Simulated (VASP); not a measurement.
## O2C: vibrations by finite differences with LDA

O2C, in a box:

```
CELL_PARAMETERS angstrom
12.15543 0.00000 0.00000
0.00000 12.65543 0.00000
0.00000 0.00000 13.15543
ATOMIC_POSITIONS crystal
O 0.48628 0.56490 0.43708
O 0.51432 0.44035 0.56565
C 0.50030 0.50262 0.50138
```

```
Program                : VASP 6.6.1
Task                   : vibrations by finite differences
Functional             : LDA
Potentials or basis    : VASP PAW LDA potentials, release 64 (O, C)
Cutoff                 : 400 eV
k mesh                 : 1 × 1 × 1
Occupations            : gaussian, width 0.01 eV
Spin                   : no spin polarisation
Further INCAR settings : ALGO = Normal; EDIFF = 1e-07; ISYM = 0; IBRION = 5; POTIM = 0.015; NSW = 1
```

```yaml
Highest_phonon_frequency_at_Γ_LO-TO_splitting_left_out: 2421 cm⁻¹
Most_unstable_mode: 29i cm⁻¹
```

Phonon frequencies in cm⁻¹ (negative: imaginary):
```csv
q point,frequencies
"(0.000, 0.000, 0.000)",-29 -8 0 10 18 640 642 1348 2421
```

It took 6.3 min on 1 thread of Intel(R) Xeon(R) 6975P-C (Granite Rapids), on a shared host, peak memory 0.78 GiB.

Caveat: some modes are imaginary; the standard files for N, O and F lose accuracy on very short bonds.
